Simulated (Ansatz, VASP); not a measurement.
# Two plane-wave programs on BN

```xyz
4
Lattice="2.5160 0.0000 0.0000 -1.2580 2.1789 0.0000 0.0000 0.0000 4.0407" Properties=species:S:1:pos:R:3 pbc="T T T"
B     0.0000    0.0000    0.0000
B     0.0000    0.0000    2.0203
N     0.0000    1.4526    1.0102
N     1.2580    0.7263    3.0305
```

Alike in both runs: task single point; functional r2SCAN; k mesh 9 × 9 × 6; no spin polarisation.

|  | VASP | Ansatz |
| --- | --- | --- |
| version | VASP 6.6.1 | Ansatz 0.2.0 |
| potentials or method | VASP PAW PBE potentials, release 64 (B, N) | plane waves, PAW |
| plane-wave cutoff (eV) | 520 | 500 |
| occupations | gaussian, width 0.01 eV | fixed |
| valence electrons in the cell | 16 | 16 |

```tsv
	VASP	Ansatz	Ansatz less VASP
gap on the k mesh at the Fermi level (eV)	1.67	1.68	+0.010
pressure (GPa)	-10.7	-10.9	-0.25
largest component of the traceless stress (GPa)	0.82	0.72	-0.098
```

Caveats: the PAW data sets were made with another functional, which shifts forces and pressure a little (VASP); an odd mesh through Γ misses points on the zone boundary, where band edges often lie. r2SCAN opens gaps a little over a GGA but as a rule still falls short of measured ones.
